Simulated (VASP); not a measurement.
Write the native input for VASP 6.6.1 that does the following.

```yaml
Task: single point
Functional: PBE
Potentials_or_basis: VASP PAW PBE potentials, release 54 (Si)
Cutoff: 600 eV
k_mesh: 11 × 11 × 1
Occupations: fermi-dirac, width 0.05 eV
Spin: no spin polarisation
Dipole_correction: yes
Further_INCAR_settings: ALGO = Normal; EDIFF = 1e-06
```

The structure of Si lies in POSCAR:

```
Si
1.0
    2.3993200000      0.0000000000      0.0000000000
    0.0000000000      2.4179400000      0.0000000000
    0.0000000000      0.0000000000     23.8000000000
Si
1
Direct
    0.5000000000      0.5000000000      0.2941200000
```

The cell was built by a generator and needn't be a form met in nature.

One way to write it, as run:

INCAR

```
SYSTEM = Si
PREC = Accurate
ENCUT = 600
EDIFF = 1E-6
ISMEAR = -1
SIGMA = 0.05
LREAL = .FALSE.
LASPH = .TRUE.
NELM = 80
ALGO = Normal
ISIF = 2
LWAVE = .FALSE.
LCHARG = .FALSE.
LDIPOL = .TRUE.
IDIPOL = 3
DIPOL = 0.5 0.5 0.294
GGA = PE
```

KPOINTS

```
Automatic mesh
0
G
  11 11 1
  0 0 0
```

Potentials or basis: VASP PAW PBE potentials, release 54 (Si).

Command:

```sh
$ cat potpaw_PBE.54/Si/POTCAR > POTCAR
$ mpirun -np 1 vasp_std > vasp.out
```

Results of the run:

| Property | Result |
| --- | --- |
| Band gap on the k mesh | none (metal or under the smearing width) |

Wall time 19 s on 1 thread of Intel(R) Xeon(R) 6975P-C (Granite Rapids), with other jobs on the host, peak memory 0.26 GiB.
